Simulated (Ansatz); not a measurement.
The following input was run with Ansatz 0.2.0.

```yaml
crystal:
  lattice:
    - [3.4776842686, 0.0, 0.0]
    - [0.0, 3.4776842686, 0.0]
    - [0.0, 0.0, 4.9757501106]
  atoms:
    - { symbol: Hf, position: [0.5, 0.5, 0.5] }
    - { symbol: Hf, position: [0.0, 0.0, 0.0] }
    - { symbol: O, position: [0.0, 0.5, 0.714174794] }
    - { symbol: O, position: [0.5, 0.0, 0.785825206] }
    - { symbol: O, position: [0.5, 0.0, 0.285825206] }
    - { symbol: O, position: [0.0, 0.5, 0.214174794] }
basis:
  ecutwfc: 420
kpoints:
  mp_grid: { grid: [6, 6, 4] }
hamiltonian:
  xc: pbe
scf:
  occupations: { method: gaussian, width: 0.02 }
output:
  forces: true
  stress: true
  eigenvalues: true
relax:
  adjacent_minimum: "off"
  f_tol: 0.01
  max_steps: 30
  cell: { stress_tol: 0.1, fix: [volume] }
```

Launched with
```bash
ansatz run input.yaml --threads 1 --pin off --max-ram 2560MiB --backend cpu --events-out ev --progress --plain --runs-dir out
```

Computed with DFT PBE, scalar-relativistic, plane waves, PAW (Ansatz 0.2.0).

Part of what the program printed, abridged (iterations and final results):

```
SCF iter   1: F=—  HF=-33722.334308 eV  |F-HF|=—  |Δ(HF+E_count)|=         —  Δρ=3.89e-3  dr2=2.65e-3  ethr=1.77e-3  ⟨swp⟩=6.2  Hψ=4388  notcnv=0
SCF iter   2: F=—  HF=-33722.335042 eV  |F-HF|=—  |Δ(HF+E_count)|=   7.34e-4  Δρ=2.12e-3  dr2=9.41e-4  ethr=3.49e-6  ⟨swp⟩=2.1  Hψ=2671  notcnv=0  defer=38
SCF iter   3: F=—  HF=-33722.335624 eV  |F-HF|=—  |Δ(HF+E_count)|=   5.82e-4  Δρ=5.89e-4  dr2=1.97e-4  ethr=1.24e-6  ⟨swp⟩=2.0  Hψ=2217  notcnv=0  defer=38
SCF iter   4: F=—  HF=-33722.335614 eV  |F-HF|=—  |Δ(HF+E_count)|=   1.06e-5  Δρ=2.05e-4  dr2=2.51e-5  ethr=2.59e-7  ⟨swp⟩=2.0  Hψ=2167  notcnv=0  defer=38
SCF iter   5: F=—  HF=-33722.335539 eV  |F-HF|=—  |Δ(HF+E_count)|=   7.47e-5  Δρ=1.09e-4  dr2=5.93e-6  ethr=3.30e-8  ⟨swp⟩=2.0  Hψ=2373  notcnv=0  defer=38
SCF iter   6: F=—  HF=-33722.335541 eV  |F-HF|=—  |Δ(HF+E_count)|=   2.12e-6  Δρ=3.18e-5  dr2=6.63e-7  ethr=7.80e-9  ⟨swp⟩=2.2  Hψ=2342  notcnv=0  defer=38
SCF iter   7: F=-33722.335542 eV  HF=-33722.335542 eV  |F-HF|=8.73e-8  |Δ(HF+E_count)|=   1.08e-6  Δρ=1.09e-5  dr2=3.21e-8  ethr=1.32e-10  ⟨swp⟩=6.9  Hψ=6470  notcnv=0
SCF 1 converged in 7 iterations: F = -33722.335542 eV  dr2 = 3.21e-8
relax step   1: F+E_penalty+E_count = -33722.33554247 eV  Δ(F+E_penalty+E_count) = +0.000e0 eV  max|allowed force component| = 1.355e-1 eV/Å  Δτ_max = 0.0000 Å  P = +32.678 GPa  Ω = 60.178 Å³  fix = [volume]  reactions: volume +32.678 GPa (7 SCF iters, dr2 threshold 1.00e-7 eV, accepted)
Initial density: handed on by an earlier stage of this run
Initial wavefunctions: those handed on with the density
SCF iter   1: F=—  HF=-33722.339051 eV  |F-HF|=—  |Δ(HF+E_count)|=         —  Δρ=9.34e-4  dr2=3.02e-4  ethr=3.96e-7  ⟨swp⟩=2.6  Hψ=6165  notcnv=0
SCF iter   2: F=—  HF=-33722.338922 eV  |F-HF|=—  |Δ(HF+E_count)|=   1.29e-4  Δρ=5.59e-4  dr2=1.06e-4  ethr=3.96e-7  ⟨swp⟩=1.1  Hψ=1387  notcnv=0
SCF iter   3: F=—  HF=-33722.338922 eV  |F-HF|=—  |Δ(HF+E_count)|=   3.18e-8  Δρ=2.04e-4  dr2=2.03e-5  ethr=1.39e-7  ⟨swp⟩=2.0  Hψ=2255  notcnv=0
SCF iter   4: F=-33722.338914 eV  HF=-33722.338913 eV  |F-HF|=2.35e-7  |Δ(HF+E_count)|=   8.28e-6  Δρ=4.10e-5  dr2=5.55e-7  ethr=7.89e-10  ⟨swp⟩=4.4  Hψ=6640  notcnv=0
SCF 2 converged in 4 iterations: F = -33722.338914 eV  dr2 = 5.55e-7
relax step   2: F+E_penalty+E_count = -33722.33891369 eV  Δ(F+E_penalty+E_count) = -3.371e-3 eV  max|allowed force component| = 1.123e-1 eV/Å  Δτ_max = 0.0065 Å  P = +32.360 GPa  Ω = 60.178 Å³  fix = [volume]  reactions: volume +32.360 GPa (4 SCF iters, dr2 threshold 6.00e-7 eV, accepted)
SCF iter   1: F=—  HF=-33722.345883 eV  |F-HF|=—  |Δ(HF+E_count)|=         —  Δρ=3.72e-3  dr2=4.63e-3  ethr=6.11e-6  ⟨swp⟩=2.1  Hψ=5392  notcnv=0
SCF iter   2: F=—  HF=-33722.345676 eV  |F-HF|=—  |Δ(HF+E_count)|=   2.07e-4  Δρ=2.25e-3  dr2=1.66e-3  ethr=6.10e-6  ⟨swp⟩=1.1  Hψ=1386  notcnv=0
SCF iter   3: F=—  HF=-33722.345714 eV  |F-HF|=—  |Δ(HF+E_count)|=   3.86e-5  Δρ=7.16e-4  dr2=2.45e-4  ethr=2.19e-6  ⟨swp⟩=2.1  Hψ=2250  notcnv=0
SCF iter   4: F=—  HF=-33722.345430 eV  |F-HF|=—  |Δ(HF+E_count)|=   2.84e-4  Δρ=1.40e-4  dr2=5.86e-6  ethr=3.23e-7  ⟨swp⟩=2.0  Hψ=2284  notcnv=0
SCF iter   5: F=—  HF=-33722.345434 eV  |F-HF|=—  |Δ(HF+E_count)|=   4.06e-6  Δρ=6.62e-5  dr2=1.41e-6  ethr=7.70e-9  ⟨swp⟩=2.3  Hψ=2517  notcnv=0
SCF iter   6: F=-33722.345436 eV  HF=-33722.345436 eV  |F-HF|=1.15e-7  |Δ(HF+E_count)|=   1.45e-6  Δρ=1.71e-5  dr2=1.82e-7  ethr=7.89e-10  ⟨swp⟩=5.5  Hψ=5848  notcnv=0
SCF 3 converged in 6 iterations: F = -33722.345436 eV  dr2 = 1.82e-7
relax step   3: F+E_penalty+E_count = -33722.34543590 eV  Δ(F+E_penalty+E_count) = -6.522e-3 eV  max|allowed force component| = 1.207e-2 eV/Å  Δτ_max = 0.0275 Å  P = +31.273 GPa  Ω = 60.178 Å³  energy of the carried Pulay correction = +1.128e-16 eV  fix = [volume]  reactions: volume +31.273 GPa (6 SCF iters, dr2 threshold 6.00e-7 eV, accepted)
SCF iter   1: F=—  HF=-33722.345840 eV  |F-HF|=—  |Δ(HF+E_count)|=         —  Δρ=6.23e-4  dr2=1.27e-4  ethr=1.66e-7  ⟨swp⟩=2.6  Hψ=6059  notcnv=0
SCF iter   2: F=—  HF=-33722.345621 eV  |F-HF|=—  |Δ(HF+E_count)|=   2.18e-4  Δρ=3.74e-4  dr2=4.55e-5  ethr=1.66e-7  ⟨swp⟩=1.1  Hψ=1387  notcnv=0
SCF iter   3: F=—  HF=-33722.345623 eV  |F-HF|=—  |Δ(HF+E_count)|=   1.48e-6  Δρ=1.30e-4  dr2=8.17e-6  ethr=5.99e-8  ⟨swp⟩=2.0  Hψ=2249  notcnv=0
SCF iter   4: F=—  HF=-33722.345620 eV  |F-HF|=—  |Δ(HF+E_count)|=   3.11e-6  Δρ=2.61e-5  dr2=2.31e-7  ethr=1.08e-8  ⟨swp⟩=2.0  Hψ=2224  notcnv=0
SCF iter   5: F=-33722.345620 eV  HF=-33722.345620 eV  |F-HF|=3.32e-8  |Δ(HF+E_count)|=   1.41e-7  Δρ=1.14e-5  dr2=4.12e-8  ethr=2.87e-10  ⟨swp⟩=4.2  Hψ=4975  notcnv=0
SCF 4 converged in 5 iterations: F = -33722.345620 eV  dr2 = 4.12e-8
relax step   4: F+E_penalty+E_count = -33722.34561977 eV  Δ(F+E_penalty+E_count) = -1.839e-4 eV  max|allowed force component| = 3.782e-3 eV/Å  Δτ_max = 0.0043 Å  P = +31.109 GPa  Ω = 60.178 Å³  energy of the carried Pulay correction = +3.385e-16 eV  fix = [volume]  reactions: volume +31.109 GPa (5 SCF iters, dr2 threshold 2.18e-7 eV, accepted)
SCF iter   1: F=—  HF=-33722.345851 eV  |F-HF|=—  |Δ(HF+E_count)|=         —  Δρ=1.41e-4  dr2=5.98e-6  ethr=7.81e-9  ⟨swp⟩=2.5  Hψ=5966  notcnv=0
SCF iter   2: F=—  HF=-33722.345638 eV  |F-HF|=—  |Δ(HF+E_count)|=   2.13e-4  Δρ=8.42e-5  dr2=2.16e-6  ethr=7.81e-9  ⟨swp⟩=2.0  Hψ=1502  notcnv=0
SCF iter   3: F=—  HF=-33722.345638 eV  |F-HF|=—  |Δ(HF+E_count)|=   4.04e-7  Δρ=3.07e-5  dr2=4.65e-7  ethr=2.84e-9  ⟨swp⟩=2.0  Hψ=2262  notcnv=0
SCF iter   4: F=-33722.345638 eV  HF=-33722.345638 eV  |F-HF|=6.05e-9  |Δ(HF+E_count)|=   2.06e-7  Δρ=6.57e-6  dr2=1.61e-8  ethr=7.23e-11  ⟨swp⟩=3.4  Hψ=6208  notcnv=0
SCF 5 converged in 4 iterations: F = -33722.345638 eV  dr2 = 1.61e-8
relax step   5: F+E_penalty+E_count = -33722.34563824 eV  Δ(F+E_penalty+E_count) = -1.847e-5 eV  max|allowed force component| = 2.436e-5 eV/Å  Δτ_max = 0.0010 Å  P = +31.077 GPa  Ω = 60.178 Å³  fix = [volume]  reactions: volume +31.077 GPa (4 SCF iters, dr2 threshold 5.50e-8 eV, accepted)
Initial wavefunctions: pseudopotential atomic-orbital guess (no wavefunctions were taken with the density)
SCF iter   1: F=—  HF=-33722.345595 eV  |F-HF|=—  |Δ(HF+E_count)|=         —  Δρ=2.98e-5  dr2=8.04e-8  ethr=2.15e-8  ⟨swp⟩=4.0  Hψ=8792  notcnv=0
SCF iter   2: F=—  HF=-33722.345382 eV  |F-HF|=—  |Δ(HF+E_count)|=   2.13e-4  Δρ=1.65e-5  dr2=2.42e-8  ethr=1.06e-10  ⟨swp⟩=2.3  Hψ=2586  notcnv=0
SCF iter   3: F=—  HF=-33722.345382 eV  |F-HF|=—  |Δ(HF+E_count)|=   6.12e-8  Δρ=3.06e-6  dr2=2.57e-9  ethr=3.18e-11  ⟨swp⟩=2.0  Hψ=2302  notcnv=0
SCF iter   4: F=—  HF=-33722.345382 eV  |F-HF|=—  |Δ(HF+E_count)|=  3.06e-10  Δρ=1.06e-6  dr2=5.50e-10  ethr=3.38e-12  ⟨swp⟩=2.0  Hψ=2482  notcnv=0
SCF iter   5: F=-33722.345382 eV  HF=-33722.345382 eV  |F-HF|=6.55e-11  |Δ(HF+E_count)|=  2.40e-10  Δρ=5.77e-7  dr2=1.75e-10  ethr=1.00e-12  ⟨swp⟩=4.5  Hψ=5115  notcnv=0
SCF 6 converged in 5 iterations: F = -33722.345382 eV  dr2 = 1.75e-10
SCF converged after 5 iterations
Free energy (F): -33722.345382 eV
Harris-Foulkes:  -33722.345382 eV  (|F-HF|=6.55e-11)
Internal energy: -33722.345382 eV  (E = F + TS)
E sigma→0 (E₀):  -33722.345382 eV
Fermi energy:    19.559732 eV
--- Per-component energies (eV) ---
  E_band       = 243.984804
  E_kinetic    = 1562.281264
  E_local      = -11032.834196  (includes V_loc(G=0)·N_el)
  E_nonlocal   = -2291.604514
  E_hartree    = 5110.324655
  E_xc         = -900.622432
  E_vxc        = -916.505894  (∫ρ·V_xc dr)
  E_paw        = -14490.083951  (= ΣΔE_a)
  E_vpaw       = 2701.989695  (= ΣTr[D̂ρ^β])
  E_aug_tail   = 0.009903  (compensation charges beyond the density's cutoff)
  E_ewald      = -11679.816110
  E_smearing   =  0.000000  (= −TS)
--- Forces (eV/Å), atoms counted from 1 ---
  atom   1  Hf     0.00000000     0.00000000     0.00000000
  atom   2  Hf     0.00000000     0.00000000     0.00000000
  atom   3  O      0.00000000     0.00000000     0.00001951
  atom   4  O      0.00000000     0.00000000    -0.00001951
  atom   5  O      0.00000000     0.00000000    -0.00001951
  atom   6  O      0.00000000     0.00000000     0.00001951
--- Stress (GPa, compression-positive) ---
       31.114503       0.000000       0.000000
        0.000000      31.114503       0.000000
        0.000000       0.000000      31.064733
  P = ⅓ Tr σ = 31.0979 GPa (310.979 kbar)
--- Band table (eV; the first three rows and the last of 30) ---
  k-point 0: bands = ["-42.8787", "-42.8494", "-12.1640", "-11.6541", "-11.6541", "-11.4921", "-11.4786", "-11.4786", "-1.5899", "0.2708", "0.9690", "1.5027", "7.2796", "7.2796", "7.2835", "7.3046", "7.3046", "7.3073", "7.3283", "7.3345", "7.3345", "7.3659", "7.3665", "7.3665", "7.3889", "7.6005", "10.7987", "11.7672", "11.8342", "11.8342", "14.1126", "14.1126", "15.8600", "15.8600", "17.0023", "17.0023", "17.0150", "17.1920", "21.7928", "21.8326", "22.3749", "23.6574", "24.1229", "25.1804", "26.6993", "26.6993"]
  k-point 1: bands = ["-42.8744", "-42.8537", "-12.0764", "-11.6287", "-11.6287", "-11.6030", "-11.5046", "-11.5046", "-1.2533", "0.4279", "0.5319", "1.2991", "7.2856", "7.2856", "7.2863", "7.3076", "7.3076", "7.3314", "7.3314", "7.3319", "7.3337", "7.3513", "7.3586", "7.3586", "7.3603", "7.5245", "11.5215", "12.0409", "12.0409", "12.4977", "13.5110", "13.5110", "15.5943", "16.3011", "16.3455", "16.3455", "17.0382", "17.0382", "22.0521", "22.1328", "22.6775", "23.3269", "24.9177", "26.1587", "26.8067", "26.8067"]
  k-point 2: bands = ["-42.8640", "-42.8640", "-11.8512", "-11.8512", "-11.5695", "-11.5695", "-11.5644", "-11.5644", "-0.4054", "-0.4054", "0.8381", "0.8381", "7.2958", "7.2958", "7.3053", "7.3053", "7.3054", "7.3054", "7.3337", "7.3337", "7.3464", "7.3464", "7.3469", "7.3469", "7.4056", "7.4056", "12.5832", "12.5832", "12.6967", "12.6967", "13.3401", "13.3401", "14.2800", "14.2800", "16.7368", "16.7368", "17.0473", "17.0473", "22.6366", "22.6366", "22.7258", "22.7258", "26.4394", "26.4394", "27.2126", "27.2126"]
  k-point 29: bands = ["-42.8484", "-42.8484", "-11.9365", "-11.9365", "-11.9365", "-11.9365", "-11.6679", "-11.6679", "0.7011", "0.7011", "0.7011", "0.7011", "7.2861", "7.2861", "7.3069", "7.3069", "7.3171", "7.3171", "7.3171", "7.3171", "7.3171", "7.3171", "7.3616", "7.3616", "7.3616", "7.3616", "12.0925", "12.0925", "12.1715", "12.1715", "14.9517", "14.9517", "14.9517", "14.9517", "15.9121", "15.9121", "17.3226", "17.3226", "23.1130", "23.1130", "23.3214", "23.3214", "25.4211", "25.4211", "25.4211", "25.4211"]
--- Relaxed structure (5 steps of the walk, 5 accepted, 1 SCFs on fresh bases) ---
  F+E_penalty+E_count = -33722.34538239 eV   max|allowed force component| = 1.951e-5 eV/Å   (the final SCF, on the basis selected at the relaxed cell)
  cell:  # Å, volume = 60.1782 Å³
    - [3.48330589, 0.0, 0.0]
    - [0.0, 3.48330589, 0.0]
    - [0.0, 0.0, 4.95970257]
  atoms:
    - { symbol: Hf, position: [0.5, 0.5, 0.50000000] }
    - { symbol: Hf, position: [0.0, 0.0, 0.0] }
    - { symbol: O, position: [0.0, 0.5, 0.72208748] }
    - { symbol: O, position: [0.5, 0.0, 0.77791251] }
    - { symbol: O, position: [0.5, 0.0, 0.27791251] }
    - { symbol: O, position: [0.0, 0.5, 0.22208748] }
```

The relaxation met its thresholds.

Time: 33 s on 1 thread of Intel(R) Xeon(R) Platinum 8375C CPU @ 2.90GHz (Ice Lake) (shared host), peak memory 0.44 GiB.

Spin–orbit coupling is left out, which can shift energies with elements as heavy as these.